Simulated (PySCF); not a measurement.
# Bi (Im-3m) in PySCF: notebook, part 2 of 2

PySCF 2.14.0.

### Step 5. Density of states, BLYP

The input, run.py:

```python
import json
import numpy as np
from pyscf.pbc import gto, scf, dft, df

cell = gto.Cell()
cell.a = '''
 -1.9814305318    1.9814305318    1.9814305318
  1.9814305318   -1.9814305318    1.9814305318
  1.9814305318    1.9814305318   -1.9814305318'''
cell.atom = '''
Bi   0.0000000000    0.0000000000    0.0000000000'''
cell.unit = 'A'
cell.basis = 'DZVP-MOLOPT-SR-GTH-q5'
cell.pseudo = 'GTH-BLYP-q5'
cell.ke_cutoff = 50  # hartree
cell.exp_to_discard = 0.02
cell.precision = 1e-08
cell.space_group_symmetry = True
cell.symmorphic = False
cell.max_memory = 5040  # MB
cell.verbose = 4
cell.build()

res = {}
kpts = cell.make_kpts([4, 4, 4], space_group_symmetry=True, time_reversal_symmetry=True)
cell.space_group_symmetry = False  # the mesh holds the operations; no search on the supercells of the integral code
mf = dft.KRKS(cell, kpts, xc='blyp')
mf = mf.multigrid_numint()
mf = mf.smearing(sigma=0.00183747, method='fermi')  # hartree
mf.conv_tol = 1e-07
mf.max_cycle = 60

mf.kernel()
res.update(converged=bool(mf.converged), e_tot=mf.e_tot, nelec=cell.nelectron, nao=cell.nao, mesh=list(map(int, cell.mesh)), a=cell.lattice_vectors().tolist(), coords=cell.atom_coords().tolist(),
           mo_energy=[np.real(x).tolist() for x in mf.mo_energy], mo_occ=[np.real(x).tolist() for x in mf.mo_occ])
res.update(e_free=mf.e_free, e_zero=mf.e_zero)
res.update(kpts=kpts.kpts_scaled_ibz.tolist(), weights=kpts.weights_ibz.tolist())
res['parts'] = {k: float(np.real(v)) for k, v in mf.scf_summary.items() if np.isscalar(v)}
json.dump(res, open('results.json', 'w'))
if not mf.converged:
    raise SystemExit('SCF not converged')

print('levels (eV)')
for i, kp in enumerate(res['kpts'][:40]):
    print('k %7.4f %7.4f %7.4f  ' % tuple(kp), ' '.join('%.3f' % (x * 27.211386) for x in res['mo_energy'][i][:8]))

mf = mf.to_khf()  # unfold to the whole mesh
kpts = mf.kpts
# Mulliken populations
dm, s = np.asarray(mf.make_rdm1()), np.asarray(mf.get_ovlp())
sites = cell.aoslice_by_atom()[:, 2:]
tot = np.einsum('kij,kji->i', dm, s).real / len(kpts)
res['mulliken'] = [cell.atom_charge(i) - tot[a0:a1].sum() for i, (a0, a1) in enumerate(sites)]
print('Mulliken charges', np.round(res['mulliken'], 5))

# density of states, Gaussians of 0.15 eV
e = np.asarray(mf.mo_energy).real.reshape(1, -1) * 27.211386
ef = mf.get_fermi()
ef = np.max(ef) * 27.211386
x = np.arange(-15, 10.01, 0.1) + round(ef, 1)
dos = np.exp(-((x[:, None, None] - e) / 0.15) ** 2 / 2).sum(-1).T / (0.15 * np.sqrt(2 * np.pi) * len(kpts)) * 2
res.update(dos_e=x.tolist(), dos=dos.tolist())
for a, b in zip(x[::5], dos.T[::5]):
    print('%8.2f' % a, ' '.join('%9.4f' % y for y in b))
res['done'] = True
json.dump(res, open('results.json', 'w'))
```

Potentials or basis: DZVP-MOLOPT-SR/GTH-BLYP (potentials made for BLYP).

On the command line:

```
$ OMP_NUM_THREADS=4 python -u run.py > log
```

Standard output:

```text
pyscf/pbc/gto/cell.py:1403: UserWarning: Electron number 5 and spin 0 are not consistent in cell

  warnings.warn('Electron number %d and spin %d are not consistent '
Discarded 0 diffused primitive functions, 0 contracted functions

PySCF version 2.14.0

[INPUT] verbose = 4
[INPUT] num. atoms = 1
[INPUT] num. electrons = 5
[INPUT] charge = 0
[INPUT] spin (= nelec alpha-beta = 2S) = 0
[INPUT] symmetry False subgroup None
[INPUT] Mole.unit = A
[INPUT] Symbol           X                Y                Z      unit          X                Y                Z       unit  Magmom
[INPUT]  1 Bi     0.000000000000   0.000000000000   0.000000000000 AA    0.000000000000   0.000000000000   0.000000000000 Bohr   0.0

nuclear repulsion = -6.07452348123798
number of shells = 3
number of NR pGTOs = 45
number of NR cGTOs = 13
basis = DZVP-MOLOPT-SR-GTH-q5
ecp = {}
lattice vectors  a1 [-3.744361040, 3.744361040, 3.744361040]
                 a2 [3.744361040, -3.744361040, 3.744361040]
                 a3 [3.744361040, 3.744361040, -3.744361040]
dimension = 3
low_dim_ft_type = None
Cell volume = 209.987
exp_to_discard = 0.02
rcut = 29.954154198327636 (nimgs = [6 6 6])
precision = 1e-08
pseudo = GTH-BLYP-q5
ke_cutoff = 50
    = [23 23 23] mesh (12167 PWs)
[Cell] Point group symbol:  m-3m
time reversal: False
k-points in IBZ                         weights
  0:  0.000000,  0.000000,  0.000000    1/64
  1:  0.500000,  0.500000, -0.000000    6/64
  2:  0.500000,  0.500000,  0.500000    1/64
  3:  0.750000,  0.250000, -0.000000    12/64
  4:  0.750000,  0.500000,  0.500000    12/64
  5:  0.750000,  0.750000,  0.250000    6/64
  6:  0.750000,  0.750000,  0.500000    24/64
  7:  0.750000,  0.750000,  0.750000    2/64

******** <class 'pyscf.pbc.scf.smearing.SmearingKsymAdaptedKRKS'> ********
method = SmearingKsymAdaptedKRKS
initial guess = minao
damping factor = 0
level_shift factor = 0
DIIS = <class 'pyscf.scf.diis.CDIIS'>
diis_start_cycle = 1
diis_space = 8
diis_damp = 0
SCF conv_tol = 1e-07
SCF conv_tol_grad = None
SCF max_cycles = 60
direct_scf = True
direct_scf_tol = 1e-13

******** PBC SCF flags ********
N kpts (BZ) = 64
N kpts (IBZ) = 8
Exchange divergence treatment (exxdiv) = ewald
    madelung (= occupied orbital energy shift) = 0.12149046962475872
    Total energy shift due to Ewald probe charge = -1/2 * Nelec*madelung = -0.303726174062
DF object = <pyscf.pbc.df.fft.FFTDF object>
XC functionals = blyp
small_rho_cutoff = 0
Uniform grid, mesh = [23 23 23]
Set gradient conv threshold to 0.000316228
nelec by numeric integration = 5.000000000199085
init E= -5.45006901118156
    sigma = 0.00183747  Optimized mu = 0.260313638754  entropy = 0.272641046536
nelec by numeric integration = 5.000000000000004
    Total E(T) = -5.46908170612592  Free energy = -5.4695826758697  E0 = -5.46933219099781
cycle= 1 E= -5.46908170612592  delta_E= -0.019  |g|= 0.0209  |ddm|= 4.92
    sigma = 0.00183747  Optimized mu = 0.254432870811  entropy = 0.255163301077
nelec by numeric integration = 5.000000000000006
    Total E(T) = -5.46917376682717  Free energy = -5.469642621738  E0 = -5.46940819428258
cycle= 2 E= -5.46917376682717  delta_E= -9.21e-05  |g|= 0.00136  |ddm|= 0.145
    sigma = 0.00183747  Optimized mu = 0.254733113803  entropy = 0.255679137026
nelec by numeric integration = 5.000000000000005
    Total E(T) = -5.46917312543175  Free energy = -5.46964292817566  E0 = -5.46940802680371
cycle= 3 E= -5.46917312543175  delta_E= 6.41e-07  |g|= 1.29e-05  |ddm|= 0.0085
    sigma = 0.00183747  Optimized mu = 0.25473145504  entropy = 0.255654758842
nelec by numeric integration = 5.000000000000008
    Total E(T) = -5.46917317024559  Free energy = -5.46964292819532  E0 = -5.46940804922046
cycle= 4 E= -5.46917317024559  delta_E= -4.48e-08  |g|= 1.84e-07  |ddm|= 0.000109
    sigma = 0.00183747  Optimized mu = 0.25473147599  entropy = 0.255654389895
nelec by numeric integration = 5.000000000000007
    Total E(T) = -5.46917317092353  Free energy = -5.46964292819533  E0 = -5.46940804955943
Extra cycle  E= -5.46917317092353  delta_E= -6.78e-10  |g|= 8.28e-09  |ddm|= 1.73e-06
converged SCF energy = -5.46917317092353
levels (eV)
k  0.0000  0.0000  0.0000   -5.989 12.410 12.410 12.410 19.428 19.428 19.428 22.568
k  0.5000  0.5000 -0.0000   -3.098 2.493 9.046 11.051 14.080 15.436 24.645 25.438
k  0.5000  0.5000  0.5000   -0.995 5.719 5.719 5.719 11.349 11.349 30.805 30.805
k  0.7500  0.2500 -0.0000   -4.956 6.731 10.337 11.710 15.984 16.871 21.875 22.214
k  0.7500  0.5000  0.5000   -2.236 3.688 6.982 7.888 14.389 16.526 20.775 23.111
k  0.7500  0.7500  0.2500   -3.921 6.640 8.244 8.244 14.068 21.057 22.089 22.089
k  0.7500  0.7500  0.5000   -3.237 4.021 6.311 10.139 16.414 18.708 23.235 24.522
k  0.7500  0.7500  0.7500   -2.524 5.180 5.180 5.180 23.686 23.686 23.686 27.152
Mulliken charges [-0.]
   -8.00    0.0000
   -7.50    0.0000
   -7.00    0.0000
   -6.50    0.0003
   -6.00    0.0829
   -5.50    0.0018
[... 43 lines left out ...]
   16.50    2.7265
   17.00    0.6980
```

Wall time 5.4 s (4 threads of Arm Neoverse V1, shared host); peak memory 0.29 GiB.

Results:

- Free energy: -148.8366 eV
- Band gap on the k mesh: none (metal or under the smearing width)

States per cell in windows of 0.5 eV (zero at the Fermi level; states under -8 eV left out):
```csv
from (eV),total
-8.0,0.02
-7.5,0.00
-7.0,0.00
-6.5,0.00
-6.0,0.00
-5.5,0.00
-5.0,0.07
-4.5,0.12
-4.0,0.02
-3.5,0.58
-3.0,0.53
-2.5,0.01
-2.0,0.17
-1.5,0.10
-1.0,0.65
-0.5,0.79
0.0,0.25
0.5,0.26
1.0,0.46
1.5,0.08
2.0,0.14
2.5,0.08
3.0,0.95
3.5,0.14
4.0,0.20
4.5,0.36
5.0,0.08
5.5,0.04
6.0,0.00
6.5,0.08
7.0,0.55
7.5,0.13
```

Caveat: the k mesh is coarse (spacing up to 0.56 Å⁻¹), so the values aren't converged; spin-orbit coupling is left out, which moves the levels of the heavy elements; the basis of atomic orbitals isn't converged, which shifts pressures, moduli and gaps.

### Step 6. Density of states, BLYP

run.py, as its differences from that of step 5:

```diff
@@ -24,3 +24,3 @@
 res = {}
-kpts = cell.make_kpts([4, 4, 4], space_group_symmetry=True, time_reversal_symmetry=True)
+kpts = cell.make_kpts([6, 6, 6], space_group_symmetry=True, time_reversal_symmetry=True)
 cell.space_group_symmetry = False  # the mesh holds the operations; no search on the supercells of the integral code
```

Potentials or basis: DZVP-MOLOPT-SR/GTH-BLYP (potentials made for BLYP).

On the command line:

```
$ OMP_NUM_THREADS=4 python -u run.py > log
```

Wall time 10 s (4 threads of Arm Neoverse V1, shared host); peak memory 0.64 GiB.

Results (log left out):

```
Free energy            : -148.9674 eV
Band gap on the k mesh : none (metal or under the smearing width)
```

Levels at points of the mesh, in eV from the Fermi level:
```csv
k point,band 1,band 2,band 3,band 4,band 5,band 6
"(0.00, 0.00, 0.00)",-13.18,5.22,5.22,5.22,12.21,12.21
"(0.50, 0.50, 0.00)",-10.29,-4.70,1.84,3.87,6.90,8.22
"(0.50, 0.50, 0.50)",-8.18,-1.49,-1.49,-1.49,4.17,4.17
```

States per cell in windows of 0.5 eV (zero at the Fermi level; states under -8 eV left out):
```tsv
from (eV)	total
-8.0	0.00
-7.5	0.00
-7.0	0.00
-6.5	0.00
-6.0	0.00
-5.5	0.00
-5.0	0.05
-4.5	0.13
-4.0	0.48
-3.5	0.33
-3.0	0.35
-2.5	0.24
-2.0	0.26
-1.5	0.33
-1.0	0.25
-0.5	0.59
0.0	0.28
0.5	0.15
1.0	0.27
1.5	0.51
2.0	0.49
2.5	0.43
3.0	0.24
3.5	0.34
4.0	0.16
4.5	0.10
5.0	0.14
5.5	0.06
6.0	0.02
6.5	0.14
7.0	0.03
7.5	0.35
```

Caveat: the k mesh is coarse (spacing up to 0.37 Å⁻¹), so the values aren't converged; spin-orbit coupling is left out, which moves the levels of the heavy elements; the basis of atomic orbitals isn't converged, which shifts pressures, moduli and gaps.

### Step 7. The runs side by side

| task | level | potentials or basis | k mesh | symmetry | band path | potentials | conv_tol | max_cycle | other keys | mesh quality | gap on the mesh (eV) |
| --- | --- | --- | --- | --- | --- | --- | --- | --- | --- | --- | --- |
| band structure | TM | DZVP-MOLOPT-SR/GTH-PBE (potentials made for PBE) | 8 × 8 × 8 | no | GHNGPH,PN | Bi GTH-PBE-q5 | 1e-07 Ha | 60 | - | not flagged | none |
| band structure | M06-L | DZVP-MOLOPT-SR/GTH-PBE (potentials made for PBE) | 8 × 8 × 8 | no | GHNGPH,PN | Bi GTH-PBE-q5 | 1e-07 Ha | 60 | - | not flagged | none |
| series | M06-L | DZVP-MOLOPT-SR/GTH-PBE (potentials made for PBE) | 8 × 8 × 8 | no | GHNGPH,PN | Bi GTH-PBE-q5 | - | - | - | not flagged | - |
| density of states | BLYP | DZVP-MOLOPT-SR/GTH-BLYP (potentials made for BLYP) | 4 × 4 × 4 | yes | - | Bi GTH-BLYP-q5 | 1e-07 Ha | 60 | several, not listed | coarse | none |
| density of states | BLYP | DZVP-MOLOPT-SR/GTH-BLYP (potentials made for BLYP) | 6 × 6 × 6 | yes | - | Bi GTH-BLYP-q5 | 1e-07 Ha | 60 | several, not listed | coarse | none |

Alike in all rows: no spin polarisation; cell as given; smearing fermi-dirac 0.05 eV.

Caveats: some runs use coarse meshes; spin-orbit coupling is left out, which moves the levels of the heavy elements; the basis of atomic orbitals isn't converged, which shifts pressures, moduli and gaps; meta-GGAs need a finer uniform grid than this (some runs).

Absolute energies hang on the potentials; compare differences alone.
